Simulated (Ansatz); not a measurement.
# Ge: the cost of one run

Program: Ansatz 0.2.0. Level of theory: DFT PBEsol, scalar-relativistic, plane waves, PAW. These are calculated values, not measurements.

3 further runs of the same task are left out: 3 that didn't finish.

## 1. The starting structure

The structure is orthorhombic, space group Imma (No. 74). Conventional cell: a = 4.992 Å, b = 5.302 Å, c = 2.874 Å, α = 90.00°, β = 90.00°, γ = 90.00°. Ge (site symmetry mm2) has 6 Ge at 2.68 to 2.87 Å as nearest neighbours.

Coordinates:

```
Ge
1.0
    -2.49590    2.65086    1.43695
     2.49590   -2.65086    1.43695
     2.49590    2.65086   -1.43695
Ge
2
Direct
  0.18594 0.93594 0.25000
  0.81406 0.06406 0.75000
```

The structure comes from the Materials Project (structure only).

(A quick probe on a coarse mesh, which set the mesh and smearing, is not shown.)

## 3. Relaxing cell and atoms

input.yaml reads:

```yaml
crystal:
  lattice:
    - [-2.495898, 2.650863, 1.436947]
    - [2.495898, -2.650863, 1.436947]
    - [2.495898, 2.650863, -1.436947]
  atoms:
    - { symbol: Ge, position: [0.185943, 0.935943, 0.25] }
    - { symbol: Ge, position: [0.814057, 0.064057, 0.75] }
basis:
  ecutwfc: 420
kpoints:
  mp_grid: { grid: [16, 16, 16] }
hamiltonian:
  xc: pbesol
scf:
  occupations: { method: gaussian, width: 0.1 }
output:
  forces: true
  stress: true
  eigenvalues: true
relax:
  adjacent_minimum: "off"
  f_tol: 0.005
  max_steps: 80
  cell: { stress_tol: 0.05 }
```

Run with:

```bash
$ ansatz run input.yaml --threads 1 --pin off --max-ram 2560MiB --backend cpu --events-out ev --progress --plain --runs-dir out
```

What time and memory should one allow on 1 thread of Intel Xeon 6975P-C (Granite Rapids), shared host?

About 84 s, with a peak of 0.71 GiB.
